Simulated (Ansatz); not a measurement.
Runs of Ansatz 0.2.0 on Sb. Symmetry: Fm-3m, No. 225, cubic system. Conventional cell: a = 4.742 Å, b = 4.742 Å, c = 4.742 Å, α = 90.00°, β = 90.00°, γ = 90.00°. Around Sb (site symmetry m-3m) lie 12 Sb at 3.35 Å. This isn't the form of Sb at room conditions, which is rhombohedral.

```csv
task,level,spin,k mesh,cutoff (eV),q mesh,points for each segment of the path,atoms under strain,gap on the mesh (eV),pressure (GPa),V0 of scaled cells (Å³/atom),B0 (GPa)
equation of state,LDA,off,10 × 10 × 10,420,-,-,-,-,-,25.69,(b)
equation of state,r2SCAN,off,10 × 10 × 10,500,-,-,-,-,-,27.15,(a)
phonons,PBEsol,off,8 × 8 × 8,420,4 × 4 × 4,8,-,none,-,-,-
band structure,r2SCAN,off,10 × 10 × 10,500,-,14,-,none,1.1,-,-
band structure,PBEsol,"SOC, no magnetisation",10 × 10 × 10,420,-,14,-,none,-1.0,-,-
density of states,PBEsol,off,8 × 8 × 8,420,-,-,-,none,-0.6,-,-
band structure,LDA,off,10 × 10 × 10,420,-,14,-,none,-2.3,-,-
elastic constants,PBEsol,off,8 × 8 × 8,420,-,-,relaxed,none,-0.6,-,-
```

Alike in all rows: potentials or basis Ansatz PAW; cell as given; smearing fermi-dirac 0.05 eV.

**Question.** Estimate the missing entries.

**Answer.** (a) 58; (b) 66.

Caveats: the PAW data sets come from PBE, with cores solved anew for the run's functional, which leaves a small shift of forces and pressure (some runs); spin-orbit coupling is left out, which moves the levels of the heavy elements (some runs); the PAW data sets were made with another functional, which shifts forces and pressure a little (some runs); some modes are imaginary (some runs); some levels weren't fully converged (some runs); the elastic tensor has a negative eigenvalue, so either the cell is unstable as it stands or the mesh is too thin (some runs).

A k mesh can miss the band edges, and rows without SOC leave out spin-orbit coupling on Sb.

A gap of «none» marks a metal or a gap under the smearing width.
